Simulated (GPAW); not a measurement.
# MoS2 (P6_3/mmc) in GPAW: a series of runs

Runs on MoS2. Level: PBE+U. Tasks: dielectric tensor.

Program: GPAW 26.7.0. These are calculated values, not measurements. Logs are shortened: lines on timing, memory, paths and dates and some standing lists are left out, and cuts for length are marked. The log counts tension as positive stress, the text compression.

**Experimental background.**

From “Multiwavelength excitation Raman Scattering Analysis of bulk and 2 dimensional MoS2: Vibrational properties of atomically thin MoS2 layers”, 2015, arxiv:1506.03228, for a bulk crystal of MoS2 at 300 K: band gap 1.3 eV (indirect).

The runs below are set against these values where they give the same quantity.

## 1. The structure

Symmetry: P6_3/mmc, No. 194, hexagonal system. Conventional cell: a = 3.169 Å, b = 3.169 Å, c = 12.324 Å, α = 90.00°, β = 90.00°, γ = 120.00°. Mo (site symmetry -6m2) is surrounded by 6 S at 2.41 Å. S (site symmetry 3m) is surrounded by 3 Mo at 2.41 Å.

## 2. Dielectric tensor, PBE+U

The input, run.py:

```python
import numpy as np
from ase import Atoms
from ase.dft.bandgap import bandgap
from ase.io import write
from gpaw import GPAW, PW
from gpaw.response.df import DielectricFunction

atoms = Atoms(['Mo', 'Mo', 'S', 'S', 'S', 'S'],
              cell=[[3.169, 0.0, 0.0],
                    [-1.5845, 2.7444345046, 0.0],
                    [0.0, 0.0, 12.324]],
              scaled_positions=[[0.6666666667, 0.3333333333, 0.75],
                                [0.3333333333, 0.6666666667, 0.25],
                                [0.6666666667, 0.3333333333, 0.377],
                                [0.3333333333, 0.6666666667, 0.877],
                                [0.6666666667, 0.3333333333, 0.123],
                                [0.3333333333, 0.6666666667, 0.623]],
              pbc=True)

calc = GPAW(mode=PW(450),
            xc='PBE',
            kpts={'size': (8, 8, 2), 'gamma': True},
            occupations={'name': 'fermi-dirac', 'width': 0.001},
            setups={'Mo': ':d,2.0'},
            nbands=46,
            convergence={'density': 1e-06},
            maxiter=150,
            txt='gpaw.txt')
atoms.calc = calc
energy = atoms.get_potential_energy()
calc.write('gs.gpw')
write('result.traj', atoms)
print(f'Energy: {energy:.6f} eV')
print('Fermi level:', round(calc.get_fermi_level(), 4), 'eV')
print(f'Gap: {bandgap(calc)[0]:.4f} eV, direct: {bandgap(calc, direct=True)[0]:.4f} eV')

for size in [(12, 12, 3)]:
    name = 'x'.join(str(n) for n in size)
    dense = calc.fixed_density(kpts={'size': size, 'gamma': True},
                               nbands=80, convergence={'bands': 74, 'eigenstates': 1e-7},
                               update_fermi_level=True, txt=f'dense-{name}.txt')
    dense.write(f'{name}.gpw', mode='all')
    df = DielectricFunction(f'{name}.gpw', frequencies=np.array([0.0]), hilbert=False, eta=0.001,
                            ecut=80, nbands=74, intraband=False, txt=f'df-{name}.txt')
    for xc in ['RPA']:
        for direction in ['x', 'y', 'z', [0, 1, 1], [1, 0, 1], [1, 1, 0]]:
            e0, e = df.get_macroscopic_dielectric_constant(xc=xc, direction=direction)
            print(f'{name} {xc} {direction}: {e0:.4f} without, {e:.4f} with local fields')
```

Potentials or basis: GPAW PAW data sets (gpaw-data 1.2.1), pw.

The run is started by

```
OMP_NUM_THREADS=1 python run.py
```

gpaw.txt:

```text
__  _  _
 | _ |_)|_||  |
 |__||  | ||/\| - 26.7.0

Input parameters:
  mode=PW(ecut=450.00000000000006),
  convergence={'density': 1e-06},
  kpts=MonkhorstPack(size=(8, 8, 2), gamma=True),
  maxiter=150,
  nbands=46,
  occupations=Occupations(name='fermi-dirac', width=0.001),
  setups={'Mo': ':d,2.0'},
  xc=XC(name='PBE')

Diagonalizing LCAO Hamiltonian
Converting LCAO to pw mode

        S

           Mo
        S

           S
        Mo

           S

Atoms  # Å, Bohr magnetons
|   | symbol |         x |        y |         z |    initial magnetic moments |
|---|--------|-----------|----------|-----------|-----------------------------|
| 0 |     Mo |  1.584500 | 0.914812 |  9.243000 | ( 0.0000,  0.0000,  0.0000) |
| 1 |     Mo | -0.000000 | 1.829623 |  3.081000 | ( 0.0000,  0.0000,  0.0000) |
| 2 |      S |  1.584500 | 0.914812 |  4.646148 | ( 0.0000,  0.0000,  0.0000) |
| 3 |      S | -0.000000 | 1.829623 | 10.808148 | ( 0.0000,  0.0000,  0.0000) |
| 4 |      S |  1.584500 | 0.914812 |  1.515852 | ( 0.0000,  0.0000,  0.0000) |
| 5 |      S | -0.000000 | 1.829623 |  7.677852 | ( 0.0000,  0.0000,  0.0000) |

Unit cell  # Å
| periodic |         x |        y |         z |   lengths |     angles |
|----------|-----------|----------|-----------|-----------|------------|
|      yes |  3.169000 | 0.000000 |  0.000000 |  3.169000 |  90.000000 |
|      yes | -1.584500 | 2.744435 |  0.000000 |  3.169000 |  90.000000 |
|      yes |  0.000000 | 0.000000 | 12.324000 | 12.324000 | 120.000000 |

Number of symmetries: 12
Symmetry operations  # r_c * U_cc + t_c -> r_c
|    | kind |            matrix            |
|----|------|------------------------------|
|  0 |  σ   |  1, 1, 0,  0,-1, 0,  0, 0, 1 |
|  1 |  S6  |  1, 1, 0, -1, 0, 0,  0, 0,-1 |
|  2 |  E   |  1, 0, 0,  0, 1, 0,  0, 0, 1 |
|  3 |  C2  |  1, 0, 0, -1,-1, 0,  0, 0,-1 |
|  4 |  C2  |  0, 1, 0,  1, 0, 0,  0, 0,-1 |
|  5 |  C3  |  0, 1, 0, -1,-1, 0,  0, 0, 1 |
|  6 |  S6  |  0,-1, 0,  1, 1, 0,  0, 0,-1 |
|  7 |  σ   |  0,-1, 0, -1, 0, 0,  0, 0, 1 |
|  8 |  σ   | -1, 0, 0,  1, 1, 0,  0, 0, 1 |
|  9 |  i   | -1, 0, 0,  0,-1, 0,  0, 0,-1 |
| 10 |  C3  | -1,-1, 0,  1, 0, 0,  0, 0, 1 |
| 11 |  C2  | -1,-1, 0,  0, 1, 0,  0, 0,-1 |

BZ-sampling:
  Number of BZ points: 128
  Number of IBZ points: 20

  Monkhorst-Pack size: [8, 8, 2]
  Monkhorst-Pack shift: [0.0625, 0.0625, 0.25]

K-points  # in reciprocal-cell coordinates
|     |                                coordinates |     weight |
|-----|--------------------------------------------|------------|
|   0 | (  0.00000000,   0.00000000,   0.00000000) | 0.00781250 |
|   1 | (  0.00000000,   0.00000000,   0.50000000) | 0.00781250 |
|   2 | (  0.12500000,   0.00000000,   0.00000000) | 0.04687500 |
|   3 | (  0.12500000,   0.00000000,   0.50000000) | 0.04687500 |
|   4 | (  0.25000000,  -0.12500000,   0.00000000) | 0.04687500 |
|   5 | (  0.25000000,  -0.12500000,   0.50000000) | 0.04687500 |
|   6 | (  0.25000000,   0.00000000,   0.00000000) | 0.04687500 |
|   7 | (  0.25000000,   0.00000000,   0.50000000) | 0.04687500 |
|   8 | (  0.37500000,  -0.12500000,   0.00000000) | 0.09375000 |
|   9 | (  0.37500000,  -0.12500000,   0.50000000) | 0.09375000 |
| ... |                                            |            |
|  19 | (  0.50000000,   0.50000000,   0.50000000) | 0.02343750 |

Plane wave coefficients: 2382
Cutoff: 450.00000000000006 eV

Spin-components: 1 (collinear spins)
Bands:           46
Projectors:      32
Spin-degeneracy: 2
Datatype:        complex128

Parallelization:
  kpt:    1
  domain: 1
  band:   1

Density:
  Valence electrons: 52.0
  Components: 1
  Grid points: [16 16 63]
  Charge: 0.0  # |e|

Potential:
  Grid points: [16 16 63]

species:
  Mo:
    name:    Molybdenum
    Z:       42.0
    valence: 14
    core:    28
    charge:  0.0  # [|e|]
    Hubbard: {U: 2.0,  # eV
              l: 2,
              scale: True}
    compensation charges:
      type: gauss
      rc: 0.38  # [Å]
      lmax: 2
    cutoffs:
      filter: 2.16  # [Å]
      core: 1.42  # [Å]
    projectors
    | kind |    occ | energy [eV] | rcut [Å] |
    |------|--------|-------------|----------|
    |   4s |  2.000 |     -64.307 |    1.238 |
    |   5s |  1.000 |      -4.084 |    1.238 |
    |   4p |  6.000 |     -38.491 |    1.296 |
    |   5p |  0.000 |      -1.044 |    1.296 |
    |   4d |  5.000 |      -3.754 |    1.296 |
    |    d |        |      23.458 |    1.296 |

    Using partial waves for Mo as LCAO basis

  S:
    name:    Sulfur
    Z:       16.0
    valence: 6
    core:    10
    charge:  0.0  # [|e|]
    compensation charges:
      type: gauss
      rc: 0.24  # [Å]
      lmax: 2
    cutoffs:
      filter: 1.77  # [Å]
      core: 1.66  # [Å]
    projectors
    | kind |    occ | energy [eV] | rcut [Å] |
    |------|--------|-------------|----------|
    |   3s |  2.000 |     -17.254 |    0.974 |
    |   3p |  4.000 |      -7.008 |    0.979 |
    |    s |        |       9.957 |    0.974 |
    |    p |        |      20.203 |    0.979 |
    |    d |        |       0.000 |    0.900 |

    Using partial waves for S as LCAO basis

Reference energy: -263698.624853  # eV

eigensolver:
  PPCG
  Converge bands: occupied
  niter=2

density mixing:
  MSR1-Mixer
  Pratt-step length: 0.05
  Maximum mixing coefficient: 0.75
  Old densities: 10
  SVD Regularization: 0.005
  Good broyden scale: 1.0
  Trust region scale: 1.0
  Backstep threshold: 4.0
  History deletion threshold: 6.0
  Fourier metric: weight=20.0, sigma=0.015

occupation numbers:
  Fermi-Dirac:
    width: 0.0010  # eV

poisson solver:
  ecut: 3600.0000000000005  # eV

xc functional:
  name: PBE with 2 nearest neighbor stencil

convergence criteria:
- Maximum integral of absolute [dens]ity change: 1e-06 electrons / valence electron
- Maximum [total energy] change in last 3 cyles: 0.0005 eV / valence electron
- Maximum integral of absolute [eigenst]ate change: 4e-08 eV^2 / valence electron
maximum number of iterations: 150

SCF iterations
|iter     | |      energy | eigst |  dens |
|---------|-|-------------|-------|-------|
|iter:   1| |  -42.141019 | +0.50 |       |
|iter:   2| |  -41.313811 | -1.17 | -0.98 |
|iter:   3| |  -39.260423 | -1.13 | -1.05 |
|iter:   4| |  -39.137206 | -1.94 | -1.45 |
|iter:   5| |  -39.139206 | -2.61 | -1.77 |
|iter:   6| |  -39.135926c| -3.11 | -2.04 |
|iter:   7| |  -39.130881c| -4.07 | -2.53 |
|iter:   8| |  -39.130874c| -5.31 | -3.05 |
|iter:   9| |  -39.130911c| -6.23 | -3.52 |
|iter:  10| |  -39.130914c| -7.33 | -4.23 |
|iter:  11| |  -39.130914c| -7.49c| -4.72 |
|iter:  12| |  -39.130914c| -7.97c| -5.33 |
|iter:  13| |  -39.130914c| -8.35c| -5.83 |
|iter:  14| |  -39.130914c| -8.70c| -6.25c|

Converged in 14 steps
Energy contributions relative to reference atoms: (reference = -263698.624853)

Energy contributions:
  Kinetic:          -1.094755
  Coulomb:         -11.081337
  Zero:             -0.343972
  External:          0.000000
  Xc:              -26.610849
  Entropy:          -0.000000
  Spinorbit:         0.000000
  ----------------------------
  Free energy:     -39.130914
  Extrapolated:    -39.130914

dipole moment: (0.000001, 0.000002, 0.000007)  # |e|*Ang

Fermi level: 9.050
Eigenvalues  # (at kpt = [0.000, 0.000, 0.000])
| band index |      eig [eV] | occ [0-2] |
|------------|---------------|-----------|
|          0 |       -53.444 |     2.000 |
|        ... |               |           |
|         18 |         4.938 |     2.000 |
|         19 |         6.067 |     2.000 |
|         20 |         6.067 |     2.000 |
|         21 |         6.115 |     2.000 |
|         22 |         6.115 |     2.000 |
|         23 |         6.966 |     2.000 |
[... 8 lines left out ...]
|         32 |        10.605 |     0.000 |
|         33 |        10.605 |     0.000 |
|        ... |               |           |
|         45 |        20.577 |     0.000 |

Gap: 1.014 eV
Transition (v -> c):
  (s=0, k=0, n=25, [0.00, 0.00, 0.00]) -> (s=0, k=8, n=26, [0.38, -0.12, 0.00])
Direct/indirect transitions are different
Direct gap: 1.843 eV
Transition at: (s=0, k=12, n=25, [0.38, 0.38, 0.00])
# Writing to gs.gpw (mode='')
```

It took 5.4 min on 1 thread of Arm Neoverse V2, shared host; peak memory 0.56 GiB.

Results:

- Free energy: -39.1309 eV
- Band gap on the k mesh: 1.01 eV, indirect (least direct gap 1.84 eV)
- Electronic dielectric tensor (diagonal): 13.57, 13.57, 5.89

Electronic dielectric tensor:
```
13.57  0.00  0.00
 0.00 13.57  0.00
 0.00  0.00  5.89
```

Caveat: the long-wavelength limit can be off by several per cent where d states take part; response on these states lacks terms of the Hamiltonian; an odd mesh through Γ misses points on the zone boundary, where band edges often lie.

## 3. Dielectric tensor, PBE+U

run.py: that of step 2 with these lines changed.

```diff
@@ -23,3 +23,3 @@
             occupations={'name': 'fermi-dirac', 'width': 0.001},
-            setups={'Mo': ':d,2.0'},
+            setups={'Mo': ':d,4.0'},
             nbands=46,
```

Potentials or basis: GPAW PAW data sets (gpaw-data 1.2.1), pw.

The run is started by

```
OMP_NUM_THREADS=1 python run.py
```

gpaw.txt:

```text
__  _  _
 | _ |_)|_||  |
 |__||  | ||/\| - 26.7.0

Input parameters:
  mode=PW(ecut=450.00000000000006),
  convergence={'density': 1e-06},
  kpts=MonkhorstPack(size=(8, 8, 2), gamma=True),
  maxiter=150,
  nbands=46,
  occupations=Occupations(name='fermi-dirac', width=0.001),
  setups={'Mo': ':d,4.0'},
  xc=XC(name='PBE')

Diagonalizing LCAO Hamiltonian
Converting LCAO to pw mode

        S

           Mo
        S

           S
        Mo

           S

Atoms  # Å, Bohr magnetons
|   | symbol |         x |        y |         z |    initial magnetic moments |
|---|--------|-----------|----------|-----------|-----------------------------|
| 0 |     Mo |  1.584500 | 0.914812 |  9.243000 | ( 0.0000,  0.0000,  0.0000) |
| 1 |     Mo | -0.000000 | 1.829623 |  3.081000 | ( 0.0000,  0.0000,  0.0000) |
| 2 |      S |  1.584500 | 0.914812 |  4.646148 | ( 0.0000,  0.0000,  0.0000) |
| 3 |      S | -0.000000 | 1.829623 | 10.808148 | ( 0.0000,  0.0000,  0.0000) |
| 4 |      S |  1.584500 | 0.914812 |  1.515852 | ( 0.0000,  0.0000,  0.0000) |
| 5 |      S | -0.000000 | 1.829623 |  7.677852 | ( 0.0000,  0.0000,  0.0000) |

Unit cell  # Å
| periodic |         x |        y |         z |   lengths |     angles |
|----------|-----------|----------|-----------|-----------|------------|
|      yes |  3.169000 | 0.000000 |  0.000000 |  3.169000 |  90.000000 |
[... 140 lines left out ...]
    width: 0.0010  # eV

poisson solver:
  ecut: 3600.0000000000005  # eV

xc functional:
  name: PBE with 2 nearest neighbor stencil

convergence criteria:
- Maximum integral of absolute [dens]ity change: 1e-06 electrons / valence electron
- Maximum [total energy] change in last 3 cyles: 0.0005 eV / valence electron
- Maximum integral of absolute [eigenst]ate change: 4e-08 eV^2 / valence electron
maximum number of iterations: 150

SCF iterations
|iter     | |      energy | eigst |  dens |
|---------|-|-------------|-------|-------|
|iter:   1| |  -37.141019 | +0.50 |       |
|iter:   2| |  -36.340839 | -1.17 | -0.98 |
|iter:   3| |  -34.288536 | -1.12 | -1.05 |
|iter:   4| |  -34.156976 | -1.91 | -1.45 |
|iter:   5| |  -34.161675 | -2.62 | -1.76 |
|iter:   6| |  -34.165488c| -3.09 | -2.04 |
|iter:   7| |  -34.160688c| -4.06 | -2.51 |
|iter:   8| |  -34.161729c| -4.88 | -2.97 |
|iter:   9| |  -34.162596c| -4.94 | -3.29 |
|iter:  10| |  -34.162709c| -5.21 | -3.59 |
|iter:  11| |  -34.162723c| -6.59 | -3.99 |
|iter:  12| |  -34.162725c| -7.47c| -4.48 |
|iter:  13| |  -34.162725c| -7.49c| -4.86 |
|iter:  14| |  -34.162725c| -8.09c| -5.31 |
|iter:  15| |  -34.162725c| -8.55c| -5.84 |
|iter:  16| |  -34.162725c| -9.10c| -6.41c|

Converged in 16 steps
Energy contributions relative to reference atoms: (reference = -263698.624853)

Energy contributions:
  Kinetic:          -0.762123
  Coulomb:         -11.364463
  Zero:             -0.335971
  External:          0.000000
  Xc:              -21.700167
  Entropy:          -0.000000
  Spinorbit:         0.000000
  ----------------------------
  Free energy:     -34.162725
  Extrapolated:    -34.162725

dipole moment: (0.000001, 0.000002, 0.000007)  # |e|*Ang

Fermi level: 9.066
Eigenvalues  # (at kpt = [0.000, 0.000, 0.000])
| band index |      eig [eV] | occ [0-2] |
|------------|---------------|-----------|
|          0 |       -53.495 |     2.000 |
|        ... |               |           |
|         18 |         4.949 |     2.000 |
|         19 |         6.140 |     2.000 |
|         20 |         6.140 |     2.000 |
|         21 |         6.189 |     2.000 |
|         22 |         6.189 |     2.000 |
|         23 |         6.820 |     2.000 |
[... 8 lines left out ...]
|         32 |        10.621 |     0.000 |
|         33 |        10.621 |     0.000 |
|        ... |               |           |
|         45 |        20.595 |     0.000 |

Gap: 1.112 eV
Transition (v -> c):
  (s=0, k=0, n=25, [0.00, 0.00, 0.00]) -> (s=0, k=8, n=26, [0.38, -0.12, 0.00])
Direct/indirect transitions are different
Direct gap: 1.682 eV
Transition at: (s=0, k=12, n=25, [0.38, 0.38, 0.00])
# Writing to gs.gpw (mode='')
```

df-12x12x3.txt:

```text
FrequencyGridDescriptor(from 0.000 to 0.000 eV, 1 points)
FrequencyGridDescriptor(from 0.000 to 0.000 eV, 1 points)

Calculating chi0 body with:
    Ground state adapter containing:
    Number of spins: 1
    Number of kpoints: 432
    Number of irreducible kpoints: 50
    Number of completely occupied states: 26
    Number of partially occupied states: 26

    Linear response parametrization:
    q_c: [0.0, 0.0, 0.0]
    Number of frequency points: 1
    Planewave cutoff: 80.0
    Number of bands: 74
    Number of planewaves: 167
    Broadening (eta): 0.001

Integrating chi0 body.

Symmetries of q_c:
    Direct symmetries (Uq -> q): 12
    Indirect symmetries (TUq -> q): 0
In total 12 allowed symmetries.

Integral kind: response function

Calculating chi0 optical extensions with:
    Ground state adapter containing:
    Number of spins: 1
    Number of kpoints: 432
    Number of irreducible kpoints: 50
    Number of completely occupied states: 26
    Number of partially occupied states: 26

    Linear response parametrization:
    Number of frequency points: 1
    Planewave cutoff: 80.0
    Number of bands: 74
    Number of planewaves: 167
    Broadening (eta): 0.001
Integrating chi0 head and wings.

Symmetries of q_c:
    Direct symmetries (Uq -> q): 12
    Indirect symmetries (TUq -> q): 0
In total 12 allowed symmetries.

Integral kind: response function wings

Finished calculating chi0
```

Wall time 5.5 min (1 thread of Arm Neoverse V2, shared host); peak memory 0.56 GiB.

Results:

```
Free energy                             : -34.1627 eV
Band gap on the k mesh                  : 1.11 eV, indirect (least direct gap 1.68 eV)
Electronic dielectric tensor (diagonal) : 13.69, 13.69, 5.92
```

Electronic dielectric tensor:
```
13.69  0.00  0.00
 0.00 13.69  0.00
 0.00  0.00  5.92
```

Caveat: the long-wavelength limit can be off by several per cent where d states take part; response on these states lacks terms of the Hamiltonian; an odd mesh through Γ misses points on the zone boundary, where band edges often lie.

## 4. Against experiment

Step 2. Measured gap of MoS2: 1.3 eV (indirect; 300 K; “Multiwavelength excitation Raman Scattering Analysis of bulk and 2 dimensional MoS2: Vibrational properties of atomically thin MoS2 layers”, 2015, arxiv:1506.03228). This calculation gives 1.01 eV (-0.29 eV). Spin-orbit coupling on Mo is left out. The value is that of PBE+U on a finite k mesh, which can miss the band edges, without temperature or zero-point motion.

Step 3. A measured gap of MoS2 is 1.3 eV (indirect; 300 K; “Multiwavelength excitation Raman Scattering Analysis of bulk and 2 dimensional MoS2: Vibrational properties of atomically thin MoS2 layers”, 2015, arxiv:1506.03228); the calculated 1.11 eV misses it by -0.19 eV. Spin-orbit coupling on Mo is left out. The value is that of PBE+U on a finite k mesh, which can miss the band edges, without temperature or zero-point motion.
